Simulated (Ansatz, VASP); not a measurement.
## GaN in VASP and in Ansatz

```
Ga N
1.0
     0.00000    2.27424    2.27424
     2.27424    0.00000    2.27424
     2.27424    2.27424    0.00000
Ga N
1 1
Direct
  0.00000 0.00000 0.00000
  0.78808 0.73731 0.73731
```

Change from the starting cell: all N atoms moved -0.100 Å, as atom 2 towards its neighbour atom 1 (Ga) at 1.970 Å.

Alike in both runs: task single point; functional PBE; k mesh 10 × 10 × 10; occupations gaussian, width 0.05 eV; no spin polarisation.

|  | VASP | Ansatz |
| --- | --- | --- |
| version | VASP 6.6.1 | Ansatz 0.2.0 |
| potentials or method | VASP PAW PBE potentials, release 64 (Ga_d, N) | scalar-relativistic, plane waves, PAW |
| plane-wave cutoff (eV) | 520 | 420 |
| valence electrons in the cell | 18 | 18 |

```csv
,VASP,Ansatz,Ansatz less VASP
gap on the k mesh at the Fermi level (eV),1.35,1.35,-0.004
least direct gap on the mesh (eV),1.35,1.35,-0.004
pressure (GPa),0.8,0.8,-0.05
largest component of the traceless stress (GPa),2.07,2.11,+0.045
rms of the force components (eV/Å),0.505,0.511,+0.0054
```

Atom by atom the forces differ by 0.005 eV/Å (rms over components).
